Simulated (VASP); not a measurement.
# SiC (P6_3mc) in VASP: relaxation of cell and atoms with PBE

Aim: the relaxation of cell and atoms of SiC with PBE.

Everything below comes from runs of VASP 6.6.1. Logs are shortened: lines on timing, memory, paths and dates and some standing lists are left out, and cuts for length are marked.

### Step 1. Starting point

Symmetry: P6_3mc, No. 186, hexagonal system. Conventional cell: a = 3.080 Å, b = 3.080 Å, c = 15.120 Å, α = 90.00°, β = 90.00°, γ = 120.00°. Si (site symmetry 3m) is surrounded by 4 C at 1.89 Å. Si (site symmetry 3m) is surrounded by 4 C at 1.89 Å. Si (site symmetry 3m) is surrounded by 4 C at 1.89 Å. C (site symmetry 3m) is surrounded by 4 Si at 1.89 Å. C (site symmetry 3m) is surrounded by 4 Si at 1.89 Å. C (site symmetry 3m) is surrounded by 4 Si at 1.89 Å.

The cell was built by a generator and needn't be a form met in nature.

### Step 2. Relaxation of cell and atoms, PBE

INCAR

```
ALGO = Normal
EDIFF = 1E-6
EDIFFG = -0.01
ENCUT = 600
GGA = PE
IBRION = 2
ISIF = 3
ISMEAR = -1
KPAR = 4
LASPH = True
LCHARG = False
LREAL = False
LWAVE = False
NELM = 100
NSW = 40
PREC = Accurate
SIGMA = 0.05
```

KPOINTS

```
k-points
0
Gamma
  10 10 2
```

POSCAR

```
SiC
1.0
    3.0800000000      0.0000000000      0.0000000000
   -1.5400000000      2.6673582437      0.0000000000
    0.0000000000      0.0000000000     15.1200000000
Si C
6 6
Direct
    0.0000000000      0.0000000000      0.0000000000
    0.3333333333      0.6666666667      0.1666666667
    0.6666666667      0.3333333333      0.3333333333
    0.0000000000      0.0000000000      0.5000000000
    0.6666666667      0.3333333333      0.6666666667
    0.3333333333      0.6666666667      0.8333333333
    0.0000000000      0.0000000000      0.1250000000
    0.3333333333      0.6666666667      0.2916666667
    0.6666666667      0.3333333333      0.4583333333
    0.0000000000      0.0000000000      0.6250000000
    0.6666666667      0.3333333333      0.7916666667
    0.3333333333      0.6666666667      0.9583333333
```

Potentials or basis: VASP PAW PBE potentials, release 64 (Si, C).

Started as:

```console
> cat potpaw_PBE.64/Si/POTCAR potpaw_PBE.64/C/POTCAR > POTCAR
> mpirun -np 4 vasp_std > vasp.out
```

OUTCAR:

```text
EDIFF = 1E-6
   EDIFFG = -0.01
   ENCUT = 600
   GGA = PE
   IBRION = 2
   ISIF = 3
   ISMEAR = -1
   LASPH = True
   LREAL = False
   NELM = 100
   NSW = 40
   PREC = Accurate

 ion  position               nearest neighbor table
   1  0.000  0.000  0.000-  12 1.89  12 1.89  12 1.89   7 1.89   6 3.08   2 3.08   6 3.08   2 3.08
                             2 3.08   6 3.08
   2  0.333  0.667  0.167-   7 1.89   7 1.89   7 1.89   8 1.89   3 3.08   3 3.08   3 3.08   1 3.08
                             1 3.08   1 3.08
   3  0.667  0.333  0.333-   8 1.89   8 1.89   8 1.89   9 1.89   2 3.08   2 3.08   2 3.08   4 3.08
                             4 3.08   4 3.08
   4  0.000  0.000  0.500-   9 1.89   9 1.89   9 1.89  10 1.89   5 3.08   3 3.08   3 3.08   5 3.08
                             5 3.08   3 3.08
   5  0.667  0.333  0.667-  10 1.89  10 1.89  10 1.89  11 1.89   6 3.08   6 3.08   6 3.08   4 3.08
                             4 3.08   4 3.08
   6  0.333  0.667  0.833-  11 1.89  11 1.89  11 1.89  12 1.89   5 3.08   5 3.08   5 3.08   1 3.08
                             1 3.08   1 3.08
   7  0.000  0.000  0.125-   2 1.89   2 1.89   2 1.89   1 1.89
   8  0.333  0.667  0.292-   3 1.89   3 1.89   3 1.89   2 1.89
   9  0.667  0.333  0.458-   4 1.89   4 1.89   4 1.89   3 1.89
  10  0.000  0.000  0.625-   5 1.89   5 1.89   5 1.89   4 1.89
  11  0.667  0.333  0.792-   6 1.89   6 1.89   6 1.89   5 1.89
  12  0.333  0.667  0.958-   1 1.89   1 1.89   1 1.89   6 1.89

  LATTYP: Found a hexagonal cell.
 ALAT       =     3.0800000000
 C/A-ratio  =     4.9090909091

  Lattice vectors:

 A1 = (   3.0800000000,   0.0000000000,   0.0000000000)
 A2 = (  -1.5400000000,   2.6673582437,   0.0000000000)
 A3 = (   0.0000000000,   0.0000000000,  15.1200000000)

Analysis of symmetry for initial positions (statically):
=====================================================================
 Subroutine PRICEL returns:
 Original cell was already a primitive cell.

 Routine SETGRP: Setting up the symmetry group for a
 hexagonal supercell.

 Subroutine GETGRP returns: Found 12 space group operations
 (whereof  6 operations were pure point group operations)
 out of a pool of 24 trial point group operations.

The static configuration has the point symmetry C_3v.
 The point group associated with its full space group is C_6v.

Analysis of symmetry for dynamics (positions and initial velocities):
=====================================================================
 Subroutine PRICEL returns:
 Original cell was already a primitive cell.

 Routine SETGRP: Setting up the symmetry group for a
[... 138 lines left out ...]
   NELECT =      48.0000    total number of electrons
   NUPDOWN=      -1.0000    fix difference up-down
   EMIN   =  10.00;   EMAX   =-10.00  energy-range for DOS
   EFERMI =   0.00;   METHOD = LEGACY
   ISMEAR =    -1;   SIGMA  =   0.05  broadening in eV -4-tet -1-fermi 0-gaus
   EFERMI_NEDOS =   21; number of points for ismear=-14 and -15
   IALGO  =     38    algorithm
   IMIX   =      4    mixing-type and parameters
     AMIX     =   0.40;   BMIX     =  1.00
     AMIX_MAG =   1.60;   BMIX_MAG =  1.00
  volume/ion in A,a.u.               =      10.35        69.86
  Fermi-wavevector in a.u.,A,eV,Ry     =   1.192415  2.253337 19.345479  1.421853
  Thomas-Fermi vector in A             =   2.328453
   LORBIT       =      0    0 simple, 1 ext, 2 COOP (PROOUT), +10 PAW based schemes
   GGA     = PE    functional components
   LHFCALC =     F    Hartree Fock is set to
   AEXX    =    0.0000 exact exchange contribution
   IVDW    =     0    specifies the selected vdW correction
   LEPSILON=     F    determine dielectric tensor
   LRPA    =     F    only Hartree local field effects (RPA)
 conjugate gradient relaxation of ions
 non-spin polarized calculation
  energy-cutoff  :      600.00
  volume of cell :      124.22
 maximum number of plane-waves:      4176
 NGX is ok and might be reduce to    28
   NGX = 13   NGY = 13   NGZ = 61

--------------------------------------- Ionic step        1  -------------------------------------------

 number of electron      48.0000002 magnetization

 Free energy of the ion-electron system (eV)
  ---------------------------------------------------
  ext. energy  EPLUGINS =         0.00000000
  ---------------------------------------------------
  free energy    TOTEN  =       -90.36432480 eV

  energy without entropy =      -90.36432480  energy(sigma->0) =      -90.36432480

------------------------ aborting loop because EDIFF is reached ----------------------------------------

  FORCE on cell =-STRESS in cart. coord.  units (eV):
  Direction    XX          YY          ZZ          XY          YZ          ZX
  --------------------------------------------------------------------------------------
  -------------------------------------------------------------------------------------
  Total        2.2655843      2.2655843      2.2016047     -0.0000000      0.0000000      0.0000000
  in kB       29.2217986     29.2217986     28.3965816     -0.0000000      0.0000000      0.0000000
  external PRESSURE =      28.9467263 kB  Pullay stress =       0.0000000 kB
[... 217 lines left out ...]
--------------------------------------- Ionic step        6  -------------------------------------------

 number of electron      48.0000001 magnetization

 Free energy of the ion-electron system (eV)
  ---------------------------------------------------
  ext. energy  EPLUGINS =         0.00000000
  ---------------------------------------------------
  free energy    TOTEN  =       -90.37987005 eV

  energy without entropy =      -90.37987005  energy(sigma->0) =      -90.37987005

 E-fermi :   8.9980     XC(G=0): -11.2952

 val. band max:        8.0002132718   @ k =   0.0000   0.0000   0.0000
 cond. band min:      10.0293067830   @ k =   0.5000  -0.0000   0.0000
 fundamental gap:      2.0290935112
 Fermi energy:         8.9980358489

 k-point     1 :       0.0000    0.0000    0.0000
  band No.  band energies     occupation
      1      -7.3492      2.00000
      2      -6.8333      2.00000
      3      -6.7979      2.00000
      4      -5.3220      2.00000
      5      -5.2925      2.00000
      6      -3.8326      2.00000
[... 805 lines left out ...]
     30      13.2427      0.00000
     31      13.7289      0.00000

 [... further k-points ...]

------------------------ aborting loop because EDIFF is reached ----------------------------------------

  FORCE on cell =-STRESS in cart. coord.  units (eV):
  Direction    XX          YY          ZZ          XY          YZ          ZX
  --------------------------------------------------------------------------------------
  -------------------------------------------------------------------------------------
  Total        0.0305597      0.0305597      0.0622155      0.0000000      0.0000000      0.0000000
  in kB        0.3890619      0.3890619      0.7920794      0.0000000      0.0000000      0.0000000
  external PRESSURE =       0.5234011 kB  Pullay stress =       0.0000000 kB
[... 27 lines left out ...]
  FREE ENERGIE OF THE ION-ELECTRON SYSTEM (eV)
  ---------------------------------------------------
  free  energy   TOTEN  =       -90.3798700550 eV

  energy  without entropy=      -90.3798700548  energy(sigma->0) =      -90.37987005

 reached required accuracy - stopping structural energy minimisation
```

OSZICAR:

```text
N       E                     dE             d eps       ncg     rms          rms(c)
DAV:   1     0.163992333345E+03    0.16399E+03   -0.24294E+04  1736   0.156E+03
DAV:   2    -0.869760630045E+02   -0.25097E+03   -0.23849E+03  2306   0.245E+02
DAV:   3    -0.101184798953E+03   -0.14209E+02   -0.14106E+02  2128   0.586E+01
[... 40 lines left out ...]
DAV:   5    -0.903798664578E+02    0.27134E-06   -0.15735E-06  1527   0.828E-03
   5 F= -.90379866E+02 E0= -.90379866E+02  d E =-.162293E-03
       N       E                     dE             d eps       ncg     rms          rms(c)
DAV:   1    -0.903798695109E+02   -0.27817E-05   -0.36022E-04  1876   0.112E-01    0.656E-03
DAV:   2    -0.903798703473E+02   -0.83640E-06   -0.13129E-05  2200   0.199E-02    0.362E-03
DAV:   3    -0.903798700550E+02    0.29227E-06   -0.39938E-07  1351   0.474E-03
   6 F= -.90379870E+02 E0= -.90379870E+02  d E =-.165890E-03
```

Wall time 2.3 min (4 MPI ranks of Intel Xeon Platinum 8488C (Sapphire Rapids), shared host); peak memory 0.36 GiB.

What came out:

```yaml
Free_energy: -90.3799 eV
Relaxed_volume: 10.49 Å³/atom
Relaxed_cell: a = 3.094 Å, b = 3.094 Å, c = 15.180 Å, α = 90.00°, β = 90.00°, γ = 120.00°
Space_group_after_relaxing_to_0.05_Å: P6_3mc (No. 186)
Energy_gained_by_relaxing: 1.3 meV/atom
Ionic_steps: 6
Pressure_after_relaxing: 0.1 GPa
Largest_force_after_relaxing: 0.008 eV/Å
Band_gap_on_the_k_mesh: 2.03 eV, indirect (least direct gap 3.12 eV)
```

Forces on the atoms (eV/Å):
```
Si   0.000  0.000  0.001
Si   0.000  0.000 -0.005
Si   0.000  0.000  0.003
Si   0.000  0.000  0.001
Si   0.000  0.000 -0.005
Si   0.000  0.000  0.003
C    0.000  0.000  0.008
C    0.000  0.000  0.000
C    0.000  0.000 -0.007
C    0.000  0.000  0.008
C    0.000  0.000  0.000
C    0.000  0.000 -0.007
```

Step by step:
```tsv
step	energy change (eV)	largest force (eV/Å)	pressure (GPa)	volume (Å³)
1	0.0000	0.1210	2.89	124.22
2	0.0002	0.0734	-2.82	127.61
3	-0.0154	0.0325	-0.04	125.89
4	-0.0154	0.0342	0.03	125.86
5	-0.0155	0.0106	0.05	125.85
6	-0.0155	0.0081	0.05	125.85
```

Final structure:
```cif
data_structure
_symmetry_space_group_name_H-M 'P 1'
_symmetry_Int_Tables_number 1
_cell_length_a 3.0940
_cell_length_b 3.0940
_cell_length_c 15.1801
_cell_angle_alpha 90.000
_cell_angle_beta 90.000
_cell_angle_gamma 120.000
_cell_volume 125.85
loop_
_atom_site_label
_atom_site_type_symbol
_atom_site_fract_x
_atom_site_fract_y
_atom_site_fract_z
_atom_site_occupancy
Si1 Si 0.00000 0.00000 0.99995 1
Si2 Si 0.33333 0.66667 0.16669 1
Si3 Si 0.66667 0.33333 0.33318 1
Si4 Si 0.00000 0.00000 0.49995 1
Si5 Si 0.66667 0.33333 0.66669 1
Si6 Si 0.33333 0.66667 0.83318 1
C1 C 0.00000 0.00000 0.12530 1
C2 C 0.33333 0.66667 0.29169 1
C3 C 0.66667 0.33333 0.45819 1
C4 C 0.00000 0.00000 0.62530 1
C5 C 0.66667 0.33333 0.79169 1
C6 C 0.33333 0.66667 0.95819 1
```

A k mesh can miss the band edges.
